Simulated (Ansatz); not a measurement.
Platinum (hcp) across density functionals

All rows: Ansatz, plane waves with scalar-relativistic PAW, 420 eV (500 eV for the SCAN forms), relaxed under each functional, no dispersion correction, no zero-point motion. B₀ comes from uniform scaling at fixed shape; a dash is a value not given.

```
functional  V (Å³/atom)                                    cell  B₀ (GPa)     magnetic state  ΔE to fcc (meV/atom)
       PBE        15.77  a = 2.767 Å, c = 4.757 Å (c/a = 1.719)       243  spin not included                    59
    r²SCAN        15.42  a = 2.739 Å, c = 4.746 Å (c/a = 1.732)       266  spin not included                    65
    PBEsol        15.15  a = 2.732 Å, c = 4.686 Å (c/a = 1.715)       282  spin not included                    63
       LDA        14.86  a = 2.715 Å, c = 4.657 Å (c/a = 1.715)       301  spin not included                    65
    revPBE        15.97  a = 2.778 Å, c = 4.779 Å (c/a = 1.720)       231  spin not included                    58
      RPBE        16.05  a = 2.782 Å, c = 4.788 Å (c/a = 1.721)       225  spin not included                    57
```

(1) What does BLYP give?

Results:

(1) V (Å³/atom): 16.78; cell: a = 2.814 Å, c = 4.896 Å (c/a = 1.740); B₀ (GPa): 195; magnetic state: spin not included; ΔE to fcc (meV/atom): 48.
